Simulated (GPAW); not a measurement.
Input of a GPAW 26.7.0 run:

The input run.py:

```python
from ase.dft.bandgap import bandgap
from ase.io import read, write
from ase.units import GPa
from gpaw import GPAW, PW

atoms = read('POSCAR')

calc = GPAW(mode=PW(600),
            xc='LDA',
            kpts={'size': (9, 9, 5), 'gamma': True},
            occupations={'name': 'fermi-dirac', 'width': 0.05},
            nbands=24,
            convergence={'density': 1e-05, 'energy': 1e-05},
            maxiter=150,
            txt='gpaw.txt')
atoms.calc = calc
energy = atoms.get_potential_energy()
forces = atoms.get_forces()
stress = atoms.get_stress()
calc.write('gs.gpw')
write('result.traj', atoms)
print(f'Energy: {energy:.6f} eV')
print('Forces (eV/A):')
print(forces.round(4))
print('Stress (GPa):', (stress / GPa).round(3))
print('Fermi level:', round(calc.get_fermi_level(), 4), 'eV')
print(f'Gap: {bandgap(calc)[0]:.4f} eV, direct: {bandgap(calc, direct=True)[0]:.4f} eV')

path = atoms.cell.bandpath('GMKGALHA,LM,KH', npoints=60, eps=1e-4)
bs_calc = calc.fixed_density(kpts=path, symmetry='off', nbands=36,
                             convergence={'bands': 'CBM+6.0', 'eigenstates': 1e-6}, txt='bands.txt')
bs = bs_calc.band_structure()
bs.write('bs.json')
print(f'Gap on the path: {bandgap(bs_calc)[0]:.4f} eV')
```

File POSCAR:

```
Zr
1.0
    3.2320000000      0.0000000000      0.0000000000
   -1.6160000000      2.7989941050      0.0000000000
    0.0000000000      0.0000000000      5.1470000000
Zr
2
Direct
    0.6666666667      0.3333333333      0.7500000000
    0.3333333333      0.6666666667      0.2500000000
```

Potentials or basis: the program's PAW data sets (release 1.2.1) made for this functional, pw.

The run is started by

```sh
$ OMP_NUM_THREADS=1 python run.py
```

Estimate the pressure.

-6.5 GPa.

What does it give for the band gap along the path?

None (metal or under the smearing width).

Stress tensor (GPa, compression positive):
```
-6.72  0.00  0.00
 0.00 -6.72  0.00
 0.00  0.00 -5.93
```
